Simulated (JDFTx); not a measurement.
Crystal: W.

```
W
1.0
    -1.58234    1.58234    1.58234
     1.58234   -1.58234    1.58234
     1.58234    1.58234   -1.58234
W
1
Direct
  0.00000 0.00000 0.00000
```

Program: JDFTx 1.7.0 (patched build). Alike in all runs: level PBE; cell as given; k mesh 12 × 12 × 12; cutoff (eV) 1007; smearing fermi-dirac 0.05 eV. Hardware: 1 thread of Intel(R) Xeon(R) Processor @ 2.50GHz (Skylake/Cascade Lake), on a shared host.

Question: Order these runs on this cell by their wall time, lowest first.
A. task single point; potentials or basis PseudoDojo-FR-PBE-0.4-standard with smoothed tails; spin SOC, no magnetisation; max SCF steps 100; SCF threshold on the energy 1e-08 Ha; solver of the electrons scf; further solve for the empty bands yes
B. task band structure; potentials or basis PseudoDojo-SR-PBE-0.4.1-standard with smoothed tails; spin off; max SCF steps 30; SCF threshold on the energy 1e-06 Ha; solver of the electrons minimize; further solve for the empty bands no; band ratio of the Davidson solver 1.3
C. task single point; potentials or basis PseudoDojo-SR-PBE-0.4.1-standard with smoothed tails; spin off; max SCF steps 100; SCF threshold on the energy 1e-09 Ha; solver of the electrons scf; further solve for the empty bands yes

Answer: B (9.4 s), C (57 s), A (170 s).
